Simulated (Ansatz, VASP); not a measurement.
This is a calculation of W for Ansatz 0.2.0.

The input input.yaml:

```yaml
crystal:
  lattice:
    - [2.7908046399, 0.0, 0.0]
    - [0.0, 4.8312255936, 0.0]
    - [0.0, 0.0, 4.8906490714]
  atoms:
    - { symbol: W, position: [0.793172, 0.936843, 0.75] }
    - { symbol: W, position: [0.206828, 0.436843, 0.75] }
    - { symbol: W, position: [0.206828, 0.063157, 0.25] }
    - { symbol: W, position: [0.793172, 0.563157, 0.25] }
hamiltonian:
  xc: pbesol
  pseudopotentials: { kind: paw }
kpoints:
  mp_grid: { grid: [9, 6, 6] }
scf:
  occupations: { method: fermi_dirac, width: 0.05 }
output:
  forces: true
  stress: true
  eigenvalues: true
```

Potentials or basis: Ansatz PAW.

The run is started by

```bash
$ ansatz run input.yaml --threads 1 --pin off --max-ram 3584MiB --backend cpu --events-out ev --progress --plain --runs-dir out
```

Question: Translate it to VASP 6.6.1. Potentials there: VASP PAW PBE potentials, release 64 (W_sv).

Answer: As run (the cutoff follows the program's own potentials):

File INCAR:

```
PREC = Accurate
ENCUT = 520
EDIFF = 1E-6
ISMEAR = -1
SIGMA = 0.05
LREAL = False
LASPH = True
NELM = 80
ALGO = Fast
ISIF = 2
LWAVE = False
LCHARG = False
GGA = PS
NBANDS = 36
```

Contents of KPOINTS:

```
regular mesh
0
Gamma
  9 6 6
```

POSCAR

```
W
1.0
    2.7908046399      0.0000000000      0.0000000000
    0.0000000000      4.8312255936      0.0000000000
    0.0000000000      0.0000000000      4.8906490714
W
4
Direct
    0.7931720000      0.9368430000      0.7500000000
    0.2068280000      0.4368430000      0.7500000000
    0.2068280000      0.0631570000      0.2500000000
    0.7931720000      0.5631570000      0.2500000000
```

Potentials or basis: VASP PAW PBE potentials, release 64 (W_sv).

Run with:

```console
$ cat potpaw_PBE.64/W_sv/POTCAR > POTCAR
$ mpirun -np 1 vasp_std > vasp.out
```

Both were run:

|  | VASP | Ansatz | Ansatz less VASP |
| --- | --- | --- | --- |
| gap on the k mesh at the Fermi level (eV) | none | none | - |
| pressure (GPa) | -4.8 | -5.3 | -0.55 |
| largest component of the traceless stress (GPa) | 0.84 | 0.88 | +0.036 |
| rms of the force components (eV/Å) | 0.068 | 0.064 | -0.0036 |

Atom by atom the forces differ by 0.005 eV/Å (rms over components). A gap of «none» marks a metal or a gap that the smearing closes. With one functional, cell and mesh, what is left measures potentials, basis and numerics.

Caveats: the PAW data sets were made with another functional, which shifts forces and pressure a little (VASP); the PAW data sets come from PBE, with cores solved anew for the run's functional, which leaves a small shift of forces and pressure (Ansatz). Spin-orbit coupling is left out, which matters for the levels of W.
